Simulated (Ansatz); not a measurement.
The system is CuO.

```
Cu O
1.0
     2.87950    0.00000    0.00000
     0.03907    2.87928    0.00000
     0.01750    0.01724    5.17634
Cu O
2 2
Direct
  0.00000 0.50000 0.00000
  0.50000 0.00000 0.50000
  0.99842 0.00167 0.74989
  0.00158 0.99833 0.25011
```

The cell comes from a database or a generator and needn't be the stable form of this composition.

Base run:

| Item | Value |
| --- | --- |
| Program | Ansatz 0.2.0 |
| Functional | PBE |
| Potentials or basis | Ansatz PAW |
| Cutoff | 350 eV |
| Density cutoff | 1400 eV |
| k mesh | 9 × 9 × 5 |
| Occupations | fermi-dirac, width 0.05 eV |
| Spin | no spin polarisation |

Its results: band gap on the k mesh none (metal or under the smearing width); pressure 5.6 GPa; largest force 0.011 eV/Å.

Q: After a change of settings the same cell gave: band gap on the k mesh none (metal or under the smearing width); pressure -6.1 GPa; largest force 0.012 eV/Å. Which change was it?
A. functional from PBE to r2SCAN0; cutoff from 350 eV to 500 eV (not typed: the program's choice for these potentials); k mesh from 9 × 9 × 5 to 5 × 5 × 3
B. functional from PBE to LDA; cutoff from 350 eV to 420 eV (not typed: the program's choice for these potentials); hubbard terms from none to Cu d U = 4.5 eV; hubbard projectors from none to ortho-atomic (the default)
C. functional from PBE to r2SCAN0 form with a typed share of exact exchange; cutoff from 350 eV to 500 eV (not typed: the program's choice for these potentials); k mesh from 9 × 9 × 5 to 5 × 5 × 3
D. cutoff from 350 eV to 420 eV (not typed: the program's choice for these potentials); k mesh from 9 × 9 × 5 to 16 × 16 × 9

A: B.

Caveats: the run has no spin polarisation, though such a crystal can be magnetic; the pressure holds a Pulay correction of +7.4 GPa for the finite cutoff (some runs); semilocal functionals often make such compounds metallic where correlation or magnetic order opens a gap, which also shifts bond lengths (some runs); the cutoff lies under the one recommended for these potentials (some runs); U without spin polarisation on a metal has little footing (some runs); the PAW data sets come from PBE, with cores solved anew for the run's functional, which leaves a small shift of forces and pressure (some runs).
